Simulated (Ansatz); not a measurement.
Take a crystal in which Na has been replaced by K on all its sites, with the cell rescaled by a rough guess (in some cases also distorted within its space group) and nothing relaxed:

```
CELL_PARAMETERS angstrom
3.78517 0.00000 0.00000
0.00000 3.78517 0.00000
0.00000 0.00000 3.78517
ATOMIC_POSITIONS crystal
K 0.00000 0.00000 0.00000
Cl 0.50000 0.50000 0.50000
```

Level of theory: DFT PBEsol, scalar-relativistic, plane waves, PAW in Ansatz.

Plane waves to 420 eV, a k mesh through Γ of 6×6×6 on the computed 2-atom cell and Gaussian smearing (0.02 eV); no spin polarisation.

Task: What pressure does the cell carry?

Result: The pressure is -0.8 GPa (positive in compression), so the cell would contract.

Task: Is it a metal on this mesh?

Result: No: the gap is 4.79 eV, the least direct gap 5.01 eV.

Task: What is its energy against the elements in their standard states?

Result: -1.944 eV/atom at this unrelaxed geometry, with the elements in the same functional.

This CsCl-type form isn't the usual stable structure of the compound.